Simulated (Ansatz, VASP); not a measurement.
**One calculation of Cu, two programs**

```xyz
1
Lattice="0.0000 1.8146 1.8146 1.8146 0.0000 1.8146 1.8146 1.8146 0.0000" Properties=species:S:1:pos:R:3 pbc="T T T"
Cu    0.0000    0.0000    0.0000
```

Alike in both runs: task single point; functional PBE; k mesh 15 × 15 × 15; occupations methfessel-paxton of order 1, width 0.01 eV; no spin polarisation.

|  | VASP | Ansatz |
| --- | --- | --- |
| version | VASP 6.6.1 | Ansatz 0.2.0 |
| potentials or method | VASP PAW PBE potentials, release 64 (Cu) | plane waves (420 eV) with PAW, scalar-relativistic |
| plane-wave cutoff (eV) | 520 | 420 |
| valence electrons in the cell | 11 | 19 |

Ansatz gave:

```
pressure (GPa) : -0.2
```

Task: Estimate VASP's values.

Result: Pressure (GPa): 0.3.

The two sets of potentials don't hold the same shells in valence.
